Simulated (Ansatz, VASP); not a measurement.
## Two plane-wave programs on BN

```
CELL_PARAMETERS angstrom
2.50245 0.00000 0.00000
-1.25123 2.16719 0.00000
0.00000 0.00000 4.11440
ATOMIC_POSITIONS crystal
B 0.33333 0.66667 0.99981
B 0.66667 0.33333 0.49981
N 0.33333 0.66667 0.37419
N 0.66667 0.33333 0.87419
```

Change from the starting cell: strained cell.

Alike in both runs: functional PBEsol; k mesh 9 × 9 × 6; occupations gaussian, width 0.02 eV; no spin polarisation.

Ansatz relaxed the structure, and its values are those at the end. VASP's run is a single point on that final structure, the one shown.

```csv
,VASP,Ansatz
version,VASP 6.6.1,Ansatz 0.2.0
potentials or method,"VASP PAW PBE potentials, release 64 (B, N)","scalar-relativistic, plane waves, PAW"
plane-wave cutoff (eV),520,420
valence electrons in the cell,16,16
```

|  | VASP | Ansatz | Ansatz less VASP |
| --- | --- | --- | --- |
| gap on the k mesh at the Fermi level (eV) | 4.87 | 4.88 | +0.013 |
| least direct gap on the mesh (eV) | 8.43 | 8.43 | +0.002 |
| pressure (GPa) | 22.9 | 21.8 | -1.10 |

With one functional, cell and mesh, what is left measures potentials, basis and numerics. Ansatz warned: «pseudo_functional_mismatch».

Caveats: so large a pressure means that the cell lies far from this level's equilibrium, or that cutoff or potentials fall short (VASP); the potentials were made for another functional, which shifts forces and pressure (VASP); an odd mesh through Γ misses points on the zone boundary, where band edges often lie.
